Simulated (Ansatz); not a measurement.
# TaC (Fm-3m): zero-pressure volume and bulk modulus with PBEsol + D3(BJ), part 2 of 2

Aim: take the cell of TaC (Fm-3m) to zero pressure with PBEsol + D3(BJ), then fit an equation of state.

Ansatz 0.2.0; DFT PBEsol + D3(BJ), scalar-relativistic, plane waves, PAW. The steps go on from the part before.

### 6 Volume × 1.02 of the new zero

input.yaml reads:

```yaml
crystal:
  lattice:
    - [0.0, 2.2194892913, 2.2194892913]
    - [2.2194892913, 0.0, 2.2194892913]
    - [2.2194892913, 2.2194892913, 0.0]
  atoms:
    - { symbol: Ta, position: [0.0, 0.0, 0.0] }
    - { symbol: C, position: [0.5, 0.5, 0.5] }
basis:
  ecutwfc: 420
  ecutrho_ratio: 4
kpoints:
  mp_grid: { grid: [10, 10, 10] }
hamiltonian:
  xc: pbesol
  dispersion: d3bj
scf:
  occupations: { method: gaussian, width: 0.05 }
output:
  forces: true
  stress: true
  eigenvalues: true
```

The run is started by

```bash
$ ansatz run input.yaml --threads 4 --pin off --max-ram 8192MiB --backend cpu --events-out ev --progress --plain --runs-dir out
```

The log of the run:

```text
Warning: RAYON_NUM_THREADS=4 ignored (pool sized by the plan → 4); use --threads N
Engine: ansatz 0.2.0, aarch64-unknown-linux-gnu
Pseudopotentials: kind: paw
Pseudopotential: Ta, paw, valence charge 13, recommended cutoff 420 eV (normal), Ta.paw.azcp
Pseudopotential: C, paw, valence charge 4, recommended cutoff 420 eV (normal), C.paw.azcp
Functional definition: PBEsol
  exchange = pbesol_x
  correlation = pbesol_c
Crystal: 2 atoms, lattice volume = 21.867 Å³
Basis set: ecut = 420 eV, 411 PW (Γ), exchange–correlation on 48×48×48 points (8 copies of the dense FFT grid, shifted against one another)
Bands: 13, of which v1, the nominal top of the filled ones, is band 9 counted from 1 (8 counted from 0)
Symmetry: 48 space group operations
Space group: Fm-3m (ITA 225), of the structure as read, at distance tolerance 2.8e-5 Å
k-points: 47 of 1000
Non-local potential: Ta, projectors of the file, l = 0: 3, l = 1: 2, l = 2: 2, l = 3: 1
Non-local potential: C, projectors of the file, l = 0: 2, l = 1: 2, l = 2: 1
PAW form: soft (Blöchl's): semilocal exchange-correlation on the pseudo side does not see the compensation charge
PAW frozen core: Ta, regenerated for the run's functional, and the local potential with it (the file was generated under x = pbe(κ = 0.804, μ = 0.2195149727645171), c = pbe(β = 0.06672455060314922))
PAW frozen core: C, regenerated for the run's functional, and the local potential with it (the file was generated under x = pbe(κ = 0.804, μ = 0.2195149727645171), c = pbe(β = 0.06672455060314922))
PAW one-centre angular grid: Ta, 590 points (default); XC on 64 Gauss nodes
PAW one-centre angular grid: C, 110 points (default); XC on 64 Gauss nodes
Initial density: superposition of atomic densities (neutral atoms: chi_scale 0, normalization atom), corrected by the library's trained network
Initial wavefunctions: pseudopotential atomic-orbital guess
Functional: x = pbesol(κ = 0.804, μ = 0.12345679012345678), c = pbesol(β = 0.046)
SCF iter   1: F=—  HF=-10055.487257 eV  |F-HF|=—  |Δ(HF+E_count)|=         —  Δρ=8.87e-3  dr2=2.06e-2  ethr=1.77e-3  ⟨swp⟩=5.9  Hψ=3274  notcnv=0
preconditioner: auto → none  [insulator: Δε(μ)=0.237 eV  Ē_g=10.380 eV  σ=0.050 eV  W_gap=0.62  n_scr=8 (ndim 8)  ℏωp=23.8 eV  f_vac=0.000  D(μ)=0.34/eV (n_scr^D=0)  ε∞_Penn≈6.3]
SCF iter   2: F=—  HF=-10055.482676 eV  |F-HF|=—  |Δ(HF+E_count)|=   4.58e-3  Δρ=3.05e-3  dr2=2.49e-3  ethr=1.21e-4  ⟨swp⟩=1.5  Hψ=1032  notcnv=0  defer=9
SCF iter   3: F=—  HF=-10055.482138 eV  |F-HF|=—  |Δ(HF+E_count)|=   5.38e-4  Δρ=4.30e-4  dr2=2.66e-5  ethr=1.46e-5  ⟨swp⟩=2.1  Hψ=754  notcnv=0  defer=9
SCF iter   4: F=—  HF=-10055.482138 eV  |F-HF|=—  |Δ(HF+E_count)|=   2.51e-7  Δρ=6.42e-5  dr2=4.62e-7  ethr=1.56e-7  ⟨swp⟩=2.1  Hψ=762  notcnv=0  defer=9
iter 5 did not close the SCF: its close was put off for the readings that it lacked (scf_convergence_deferred on its scf_iter line)
SCF iter   5: F=-10055.482138 eV  HF=-10055.482138 eV  |F-HF|=3.31e-10  |Δ(HF+E_count)|=   1.06e-7  Δρ=5.07e-6  dr2=1.90e-9  ethr=2.72e-9  ⟨swp⟩=2.4  Hψ=830  notcnv=0  defer=9
SCF iter   6: F=-10055.482138 eV  HF=-10055.482138 eV  |F-HF|=7.46e-11  |Δ(HF+E_count)|=  5.02e-10  Δρ=6.35e-7  dr2=9.42e-11  ethr=1.12e-11  ⟨swp⟩=3.4  Hψ=2107  notcnv=0
SCF 1 converged in 6 iterations: F = -10055.482138 eV  dr2 = 9.42e-11
SCF converged after 6 iterations
Free energy (F): -10055.482138 eV
Harris-Foulkes:  -10055.482138 eV  (|F-HF|=7.46e-11)
Internal energy: -10055.481708 eV  (E = F + TS)
E sigma→0 (E₀):  -10055.481923 eV
Entropy (-TS):   -0.000430 eV (-0.215 meV/atom)
Fermi energy:    20.008251 eV
--- Per-component energies (eV) ---
  E_band       = -62.423501
  E_kinetic    = 457.494584
  E_local      = -548.188398  (includes V_loc(G=0)·N_el)
  E_nonlocal   = 43.861277
  E_hartree    = 186.186291
  E_xc         = -266.525306
  E_vxc        = -265.537813  (∫ρ·V_xc dr)
  E_paw        = -8368.056385  (= ΣΔE_a)
  E_vpaw       = -122.425810  (= ΣTr[D̂ρ^β])
  E_aug_tail   = 0.000131  (compensation charges beyond the density's cutoff)
  E_ewald      = -1559.560988
  E_disp       = -0.927661  (pairwise vdW)
  E_core_change = 0.234747  (= ΣΔE_core)
  E_smearing   = -0.000430  (= −TS)
  E_closure    = -0.000000  (closes the sum)
  Σ components = -10055.482138   (vs F -10055.482138, Δ=0.00e0)
--- Forces (eV/Å), atoms counted from 1 ---
  atom   1  Ta    -0.00000000    -0.00000000    -0.00000000
  atom   2  C      0.00000000     0.00000000    -0.00000000
  max |Σ_I F_I| component: 2.09e-30 eV/Å
--- Stress (GPa, compression-positive) ---
       -6.776869       0.000000      -0.000000
        0.000000      -6.776869       0.000000
        0.000000      -0.000000      -6.776869
  P = ⅓ Tr σ = -6.7769 GPa (-67.769 kbar)
--- Band table (eV; the first three rows and the last of 47) ---
  k-point 0: bands = ["-48.5461", "-14.8184", "-14.8184", "-14.8184", "5.2574", "18.7265", "18.7265", "18.7265", "19.6390", "19.6390", "19.6390", "20.7617", "20.7617"]
  k-point 1: bands = ["-48.5414", "-14.8948", "-14.8260", "-14.8260", "5.5419", "17.5347", "17.9890", "17.9890", "19.2885", "19.2885", "20.2581", "22.4146", "22.4146"]
  k-point 2: bands = ["-48.5290", "-15.0898", "-14.8458", "-14.8458", "6.3399", "15.7425", "16.5606", "16.5606", "19.9970", "19.9970", "20.8271", "24.7558", "24.7558"]
  k-point 46: bands = ["-48.4800", "-15.3501", "-15.2243", "-15.0912", "8.1849", "15.0440", "15.0632", "15.1416", "20.7872", "22.6385", "24.2915", "24.9973", "26.7351"]
```

It took 0.56 s on 4 threads of Arm Neoverse V1, shared host; peak memory 0.28 GiB.

This gives: volume 10.933 Å³/atom, pressure -6.78 GPa, a metal on this mesh.

### 7 Volume × 0.96 of the new zero

Changes to input.yaml since step 6:

```diff
@@ -2,5 +2,5 @@
   lattice:
-    - [0.0, 2.2194892913, 2.2194892913]
-    - [2.2194892913, 0.0, 2.2194892913]
-    - [2.2194892913, 2.2194892913, 0.0]
+    - [0.0, 2.1750875425, 2.1750875425]
+    - [2.1750875425, 0.0, 2.1750875425]
+    - [2.1750875425, 2.1750875425, 0.0]
   atoms:
```

The run is started by

```bash
$ ansatz run input.yaml --threads 4 --pin off --max-ram 8192MiB --backend cpu --events-out ev --progress --plain --runs-dir out
```

The log of the run:

```text
Warning: RAYON_NUM_THREADS=4 ignored (pool sized by the plan → 4); use --threads N
[... 7 set-up lines as earlier in the session ...]
Crystal: 2 atoms, lattice volume = 20.581 Å³
Basis set: ecut = 420 eV, 411 PW (Γ), exchange–correlation on 48×48×48 points (8 copies of the dense FFT grid, shifted against one another)
Bands: 13, of which v1, the nominal top of the filled ones, is band 9 counted from 1 (8 counted from 0)
[... 2 set-up lines as earlier in the session ...]
k-points: 47 of 1000
[... 10 set-up lines as earlier in the session ...]
SCF iter   1: F=—  HF=-10055.454923 eV  |F-HF|=—  |Δ(HF+E_count)|=         —  Δρ=9.49e-3  dr2=2.13e-2  ethr=1.77e-3  ⟨swp⟩=5.9  Hψ=3339  notcnv=0
preconditioner: auto → none  [insulator: Δε(μ)=0.271 eV  Ē_g=10.953 eV  σ=0.050 eV  W_gap=0.62  n_scr=8 (ndim 8)  ℏωp=24.6 eV  f_vac=0.000  D(μ)=0.34/eV (n_scr^D=0)  ε∞_Penn≈6.0]
SCF iter   2: F=—  HF=-10055.450047 eV  |F-HF|=—  |Δ(HF+E_count)|=   4.88e-3  Δρ=3.38e-3  dr2=2.72e-3  ethr=1.25e-4  ⟨swp⟩=1.5  Hψ=1035  notcnv=0  defer=8
SCF iter   3: F=—  HF=-10055.449435 eV  |F-HF|=—  |Δ(HF+E_count)|=   6.13e-4  Δρ=4.67e-4  dr2=2.60e-5  ethr=1.60e-5  ⟨swp⟩=2.1  Hψ=757  notcnv=0  defer=8
SCF iter   4: F=—  HF=-10055.449432 eV  |F-HF|=—  |Δ(HF+E_count)|=   2.85e-6  Δρ=6.96e-5  dr2=5.32e-7  ethr=1.53e-7  ⟨swp⟩=2.1  Hψ=769  notcnv=0  defer=8
iter 5 did not close the SCF: its close was put off for the readings that it lacked (scf_convergence_deferred on its scf_iter line)
SCF iter   5: F=-10055.449432 eV  HF=-10055.449432 eV  |F-HF|=5.62e-10  |Δ(HF+E_count)|=   8.06e-8  Δρ=6.03e-6  dr2=2.51e-9  ethr=3.13e-9  ⟨swp⟩=2.6  Hψ=878  notcnv=0  defer=8
SCF iter   6: F=-10055.449432 eV  HF=-10055.449432 eV  |F-HF|=8.00e-11  |Δ(HF+E_count)|=  3.37e-10  Δρ=7.29e-7  dr2=1.05e-10  ethr=1.48e-11  ⟨swp⟩=3.6  Hψ=2128  notcnv=0
SCF 1 converged in 6 iterations: F = -10055.449432 eV  dr2 = 1.05e-10
SCF converged after 6 iterations
Free energy (F): -10055.449432 eV
Harris-Foulkes:  -10055.449432 eV  (|F-HF|=8.00e-11)
Internal energy: -10055.449003 eV  (E = F + TS)
E sigma→0 (E₀):  -10055.449217 eV
Entropy (-TS):   -0.000429 eV (-0.215 meV/atom)
Fermi energy:    21.343110 eV
--- Per-component energies (eV) ---
  E_band       = -40.411804
  E_kinetic    = 462.543694
  E_local      = -510.823889  (includes V_loc(G=0)·N_el)
  E_nonlocal   = 44.976713
  E_hartree    = 176.902615
  E_xc         = -268.113785
  E_vxc        = -267.588747  (∫ρ·V_xc dr)
  E_paw        = -8368.785753  (= ΣΔE_a)
  E_vpaw       = -123.324847  (= ΣTr[D̂ρ^β])
  E_aug_tail   = 0.000083  (compensation charges beyond the density's cutoff)
  E_ewald      = -1591.397516
  E_disp       = -0.985912  (pairwise vdW)
  E_core_change = 0.234747  (= ΣΔE_core)
  E_smearing   = -0.000429  (= −TS)
  E_closure    = 0.000000  (closes the sum)
  Σ components = -10055.449432   (vs F -10055.449432, Δ=0.00e0)
--- Forces (eV/Å), atoms counted from 1 ---
  atom   1  Ta    -0.00000000     0.00000000    -0.00000000
  atom   2  C      0.00000000    -0.00000000    -0.00000000
  max |Σ_I F_I| component: 3.48e-30 eV/Å
--- Stress (GPa, compression-positive) ---
       16.096691       0.000000      -0.000000
        0.000000      16.096691       0.000000
       -0.000000       0.000000      16.096691
  P = ⅓ Tr σ = 16.0967 GPa (160.967 kbar)
--- Band table (eV; the first three rows and the last of 47) ---
  k-point 0: bands = ["-47.0259", "-13.2874", "-13.2874", "-13.2874", "6.1927", "19.9588", "19.9588", "19.9588", "20.9558", "20.9558", "20.9558", "22.1839", "22.1839"]
  k-point 1: bands = ["-47.0195", "-13.3841", "-13.2966", "-13.2966", "6.5041", "18.7300", "19.2037", "19.2037", "20.5688", "20.5688", "21.6185", "23.9364", "23.9364"]
  k-point 2: bands = ["-47.0028", "-13.6301", "-13.3206", "-13.3206", "7.3708", "16.8922", "17.6920", "17.6920", "21.3318", "21.3318", "22.2372", "26.4408", "26.4408"]
  k-point 46: bands = ["-46.9367", "-13.9517", "-13.7942", "-13.6281", "9.2248", "16.1562", "16.2026", "16.3799", "22.1956", "24.1835", "26.0491", "26.8532", "28.8025"]
```

Run time: 0.55 s. Hardware: 4 threads of Arm Neoverse V1, shared host; peak memory 0.28 GiB.

Result: volume 10.290 Å³/atom, pressure 16.10 GPa, metallic.

### 8 Volume × 1.04 of the new zero

Changes to input.yaml since step 7:

```diff
@@ -2,5 +2,5 @@
   lattice:
-    - [0.0, 2.1750875425, 2.1750875425]
-    - [2.1750875425, 0.0, 2.1750875425]
-    - [2.1750875425, 2.1750875425, 0.0]
+    - [0.0, 2.2339019633, 2.2339019633]
+    - [2.2339019633, 0.0, 2.2339019633]
+    - [2.2339019633, 2.2339019633, 0.0]
   atoms:
```

The run is started by

```bash
$ ansatz run input.yaml --threads 4 --pin off --max-ram 8192MiB --backend cpu --events-out ev --progress --plain --runs-dir out
```

The log of the run:

```text
Warning: RAYON_NUM_THREADS=4 ignored (pool sized by the plan → 4); use --threads N
[... 7 set-up lines as earlier in the session ...]
Crystal: 2 atoms, lattice volume = 22.296 Å³
Basis set: ecut = 420 eV, 411 PW (Γ), exchange–correlation on 48×48×48 points (8 copies of the dense FFT grid, shifted against one another)
Bands: 13, of which v1, the nominal top of the filled ones, is band 9 counted from 1 (8 counted from 0)
[... 2 set-up lines as earlier in the session ...]
k-points: 47 of 1000
[... 10 set-up lines as earlier in the session ...]
SCF iter   1: F=—  HF=-10055.460489 eV  |F-HF|=—  |Δ(HF+E_count)|=         —  Δρ=8.61e-3  dr2=1.99e-2  ethr=1.77e-3  ⟨swp⟩=6.0  Hψ=3244  notcnv=0
preconditioner: auto → none  [insulator: Δε(μ)=0.227 eV  Ē_g=10.200 eV  σ=0.050 eV  W_gap=0.62  n_scr=8 (ndim 8)  ℏωp=23.6 eV  f_vac=0.000  D(μ)=0.34/eV (n_scr^D=0)  ε∞_Penn≈6.3]
SCF iter   2: F=—  HF=-10055.456089 eV  |F-HF|=—  |Δ(HF+E_count)|=   4.40e-3  Δρ=2.92e-3  dr2=2.34e-3  ethr=1.17e-4  ⟨swp⟩=1.5  Hψ=1034  notcnv=0  defer=10
SCF iter   3: F=—  HF=-10055.455600 eV  |F-HF|=—  |Δ(HF+E_count)|=   4.90e-4  Δρ=4.18e-4  dr2=2.66e-5  ethr=1.38e-5  ⟨swp⟩=2.1  Hψ=755  notcnv=0  defer=10
SCF iter   4: F=—  HF=-10055.455601 eV  |F-HF|=—  |Δ(HF+E_count)|=   1.42e-6  Δρ=6.05e-5  dr2=3.81e-7  ethr=1.56e-7  ⟨swp⟩=2.1  Hψ=761  notcnv=0  defer=10
iter 5 did not close the SCF: its close was put off for the readings that it lacked (scf_convergence_deferred on its scf_iter line)
SCF iter   5: F=-10055.455601 eV  HF=-10055.455601 eV  |F-HF|=2.87e-10  |Δ(HF+E_count)|=   1.43e-7  Δρ=4.58e-6  dr2=1.58e-9  ethr=2.24e-9  ⟨swp⟩=2.4  Hψ=851  notcnv=0  defer=10
SCF iter   6: F=-10055.455601 eV  HF=-10055.455601 eV  |F-HF|=5.46e-11  |Δ(HF+E_count)|=  3.64e-10  Δρ=5.34e-7  dr2=7.00e-11  ethr=9.29e-12  ⟨swp⟩=3.5  Hψ=2058  notcnv=0
SCF 1 converged in 6 iterations: F = -10055.455601 eV  dr2 = 7.00e-11
SCF converged after 6 iterations
Free energy (F): -10055.455601 eV
Harris-Foulkes:  -10055.455601 eV  (|F-HF|=5.46e-11)
Internal energy: -10055.455171 eV  (E = F + TS)
E sigma→0 (E₀):  -10055.455386 eV
Entropy (-TS):   -0.000431 eV (-0.215 meV/atom)
Fermi energy:    19.592667 eV
--- Per-component energies (eV) ---
  E_band       = -69.259691
  E_kinetic    = 455.967936
  E_local      = -560.119608  (includes V_loc(G=0)·N_el)
  E_nonlocal   = 43.535171
  E_hartree    = 189.206720
  E_xc         = -266.031437
  E_vxc        = -264.899045  (∫ρ·V_xc dr)
  E_paw        = -8367.840125  (= ΣΔE_a)
  E_vpaw       = -122.157680  (= ΣTr[D̂ρ^β])
  E_aug_tail   = 0.000151  (compensation charges beyond the density's cutoff)
  E_ewald      = -1549.499024
  E_disp       = -0.909702  (pairwise vdW)
  E_core_change = 0.234747  (= ΣΔE_core)
  E_smearing   = -0.000431  (= −TS)
  E_closure    = -0.000000  (closes the sum)
  Σ components = -10055.455601   (vs F -10055.455601, Δ=0.00e0)
--- Forces (eV/Å), atoms counted from 1 ---
  atom   1  Ta    -0.00000000     0.00000000    -0.00000000
  atom   2  C      0.00000000    -0.00000000    -0.00000000
  max |Σ_I F_I| component: 3.81e-30 eV/Å
--- Stress (GPa, compression-positive) ---
      -12.954377       0.000000      -0.000000
       -0.000000     -12.954377       0.000000
       -0.000000      -0.000000     -12.954377
  P = ⅓ Tr σ = -12.9544 GPa (-129.544 kbar)
--- Band table (eV; the first three rows and the last of 47) ---
  k-point 0: bands = ["-49.0204", "-15.2947", "-15.2947", "-15.2947", "4.9721", "18.3425", "18.3425", "18.3425", "19.2311", "19.2311", "19.2311", "20.3197", "20.3197"]
  k-point 1: bands = ["-49.0162", "-15.3654", "-15.3018", "-15.3018", "5.2486", "17.1635", "17.6115", "17.6115", "18.8900", "18.8900", "19.8353", "21.9423", "21.9423"]
  k-point 2: bands = ["-49.0050", "-15.5463", "-15.3204", "-15.3204", "6.0259", "15.3864", "16.2093", "16.2093", "19.5814", "19.5814", "20.3881", "24.2337", "24.2337"]
  k-point 46: bands = ["-48.9605", "-15.7892", "-15.6723", "-15.5484", "7.8637", "14.6998", "14.7123", "14.7631", "20.3510", "22.1584", "23.7471", "24.4236", "26.0970"]
```

Wall time 0.56 s (4 threads of Arm Neoverse V1, shared host); peak memory 0.28 GiB.

This gives: volume 11.148 Å³/atom, pressure -12.95 GPa, a metal on this mesh.

### 9 Energy and pressure against volume

Energies have the smearing extrapolated to zero and count from the lowest point.

```tsv
volume (Å³/atom)	energy (meV/atom)	pressure (GPa)
10.290	20.91	16.10
10.505	5.08	7.67
10.719	0.00	0.07
10.933	4.56	-6.78
11.148	17.82	-12.95
```

volume (Å³/atom), energy (meV/atom) and a bar:
```
    10.29       20.9 ##############################
    10.50        5.1 #######
    10.72        0.0 
    10.93        4.6 #######
    11.15       17.8 ##########################
```

### 10 Results

This closing draws on all 2 parts.

```
         quantity           value
               V0  10.721 Å³/atom
               B0         360 GPa
  gap on the mesh    none (metal)
dispersion energy   -473 meV/atom
      time in all           3.9 s
```

In words: PBEsol + D3(BJ) puts the minimum at 10.72 Å³/atom, -2.9 % from the cell given, which stood at 4.7 GPa under PBE, with a bulk modulus of 360 GPa. The PAW datasets were made for PBE. Spin–orbit coupling is left out, though the cell holds Ta; in elements this heavy it can shift levels and gaps by tenths of an eV.
